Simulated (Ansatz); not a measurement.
Runs of Ansatz 0.2.0 on C. It takes space group P6_3/mmc (No. 194, hexagonal). Conventional cell: a = 2.522 Å, b = 2.522 Å, c = 8.237 Å, α = 90.00°, β = 90.00°, γ = 120.00°. C (site symmetry 3m) is surrounded by 4 C at 1.54 Å. Around C (site symmetry 3m) lie 4 C at 1.54 Å. This is a hexagonal form of diamond, not graphite.

```tsv
task	level	spin	cell	cutoff (eV)	smearing	search for lower states	basis error allowed	gap on the mesh (eV)	pressure (GPa)	largest force (eV/Å)
band structure	PBEsol	off	as given	411	fermi-dirac 0.05 eV	-	0.002 eV/atom	(a)	-4.3	0.33
single point	PBE	off	as given	449	fermi-dirac 0.05 eV	-	0.001 eV/atom	4.42	2.2	0.33
relaxation of cell and atoms	PBEsol-PBE	collinear, random start	relaxed	-	fermi-dirac 0.15 eV	off	0.001 eV/atom	4.34	0.0	-
band structure	LDA	off	as given	413	fermi-dirac 0.05 eV	-	0.002 eV/atom	(b)	-12.4	0.33
```

Alike in all rows: potentials or basis all-electron LAPW, scalar-relativistic; k mesh 12 × 12 × 4.

Question: Fill in the values left out.

Answer: (a) 4.28; (b) 4.38.

A k mesh can miss the band edges.

Not every run made on this cell is shown here.
